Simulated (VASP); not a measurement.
KBr in VASP 6.6.1, single-point calculation

INCAR

```
LASPH = .TRUE.
NELM = 120
IBRION = -1
NSW = 0
ENCUT = 600
METAGGA = R2SCAN
NBANDS = 15
ALGO = Normal
ISIF = 2
ISMEAR = 0
PREC = Accurate
EDIFF = 1E-7
LREAL = .FALSE.
LWAVE = .FALSE.
LCHARG = .FALSE.
SIGMA = 0.01
```

KPOINTS

```
KPOINTS created by Atomic Simulation Environment
0
Gamma
6 6 6
0 0 0
```

POSCAR

```
K  Br
 1.0000000000000000
     0.0000000000000000    3.2692253285000001    3.2692253285000001
     3.2692253285000001    0.0000000000000000    3.2692253285000001
     3.2692253285000001    3.2692253285000001    0.0000000000000000
 K   Br
   1   1
Cartesian
  0.0000000000000000  0.0000000000000000  0.0000000000000000
  3.2692253285000001  3.2692253285000001  3.2692253285000001
```

The recommended PBE PAW datasets give the neutral cell 16 valence electrons.

Command

```
mpirun -np 1 vasp_std
```

**Question.** Predict the outcome of this run.

**Answer.** It converged. Results: gap between bands v and c on the k mesh 5.16 eV; least direct gap on the k mesh 5.16 eV; pressure 0.6 GPa. Band v is the last that the valence electrons fill when counted band by band, and c is the next.

OSZICAR

```
N       E                     dE             d eps       ncg     rms          rms(c)
DAV:   1     0.896936176689E+02    0.89694E+02   -0.75825E+03   480   0.107E+03
DAV:   2    -0.202430269379E+02   -0.10994E+03   -0.10083E+03   606   0.256E+02
DAV:   3    -0.267322208662E+02   -0.64892E+01   -0.64495E+01   676   0.533E+01
DAV:   4    -0.270189506469E+02   -0.28673E+00   -0.28666E+00   716   0.941E+00
DAV:   5    -0.270213206937E+02   -0.23700E-02   -0.23700E-02   683   0.103E+00    0.304E+00
DAV:   6    -0.232592836128E+02    0.37620E+01   -0.10620E+00   713   0.871E+00    0.174E+00
DAV:   7    -0.232302900910E+02    0.28994E-01   -0.15548E-01   634   0.241E+00    0.881E-01
DAV:   8    -0.232398950365E+02   -0.96049E-02   -0.94544E-03   557   0.766E-01    0.435E-01
DAV:   9    -0.232453483815E+02   -0.54533E-02   -0.40478E-03   508   0.627E-01    0.109E-01
DAV:  10    -0.232454095524E+02   -0.61171E-04   -0.60771E-05   684   0.622E-02    0.565E-02
DAV:  11    -0.232455406080E+02   -0.13106E-03   -0.11243E-04   494   0.993E-02    0.883E-03
DAV:  12    -0.232455400856E+02    0.52239E-06   -0.18806E-06   669   0.104E-02    0.259E-03
DAV:  13    -0.232455402287E+02   -0.14305E-06   -0.32298E-07   614   0.418E-03    0.122E-03
DAV:  14    -0.232455402116E+02    0.17092E-07   -0.11191E-08   485   0.998E-04
   1 F= -.23245540E+02 E0= -.23245540E+02  d E =-.100803E-37
```

For comparison, a separate r²SCAN run of the intended cell, on usual settings and not on those above, gives a gap of 5.16 eV on its mesh and a pressure of 0.6 GPa.
